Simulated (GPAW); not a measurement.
**RbCl: dielectric tensor with LDA**

**What was measured.**

A printed reference work, textbook reports, for a bulk crystal of RbCl at 80 K: high-frequency dielectric constant 2.19.

The system is RbCl.

```xyz
2
Lattice="0.0000 3.2740 3.2740 3.2740 0.0000 3.2740 3.2740 3.2740 0.0000" Properties=species:S:1:pos:R:3 pbc="T T T"
Rb    0.0000    0.0000    0.0000
Cl    3.2740    3.2740    3.2740
```

```yaml
Program: GPAW 26.7.0
Task: dielectric tensor
Functional: LDA
Potentials_or_basis: the program's PAW data sets (release 1.2.1) made for this functional
Cutoff: 450 eV
Basis: pw
k_mesh: 6 × 6 × 6
Occupations: fermi-dirac, width 0.001 eV
Spin: no spin polarisation
Response_ecut: 80 eV
Maxiter: 150
Response_k_mesh: 18 × 18 × 18
Response_bands: 28
Kernels: "[\"RPA\", \"Bootstrap\", \"ALDA\"]"
Coarser_k_mesh: 13 × 13 × 13
```

```
Band gap on the k mesh                  : 4.60 eV, direct
Electronic dielectric tensor (diagonal) : 2.29
```

Electronic dielectric tensor:
```
2.29 0.00 0.00
0.00 2.29 0.00
0.00 0.00 2.29
```

It took 5.2 min on 1 thread of Arm Neoverse V2 (shared host), peak memory 1.4 GiB.

A measured high-frequency dielectric constant of RbCl is 2.19 (80 K; a printed reference work, textbook); the calculated 2.29 misses it by +4.5 %.

Caveat: the long-wavelength limit can be off by a per cent or two.
